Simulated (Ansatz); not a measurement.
## SrCl2 in Ansatz: the effect of functional

The system is SrCl2.

```
Sr Cl
1.0
     0.00000    3.41714    3.41714
     3.41714    0.00000    3.41714
     3.41714    3.41714    0.00000
Sr Cl
1 2
Direct
  0.00000 0.00000 0.00000
  0.75000 0.75000 0.75000
  0.25000 0.25000 0.25000
```

The cell isn't the ideal one: volume scaled by 0.94.

Alike in all runs:

* Program: Ansatz 0.2.0
* Task: single point
* Potentials or basis: Ansatz PAW
* k mesh: 7 × 7 × 7
* Occupations: fermi-dirac, width 0.05 eV
* Spin: no spin polarisation

```csv
functional,cutoff,gap on the mesh (eV),pressure (GPa)
LDA,420 eV (not typed: the program's choice for these potentials),?,?
PBEsol,420 eV (not typed: the program's choice for these potentials),5.41,1.3
r2SCAN,500 eV (not typed: the program's choice for these potentials),6.06,3.1
```

Question: What does the run with functional LDA give?

Answer: gap on the mesh 5.16 eV; pressure -0.6 GPa.

Caveats: odd divisions of the mesh miss points on the zone boundary, where band edges often lie, so the gap on the mesh can be too wide; the PAW data sets come from PBE, with cores solved anew for the run's functional, which leaves a small shift of forces and pressure.

A k mesh can miss the band edges.

Runs at the PBE level aren't shown here.
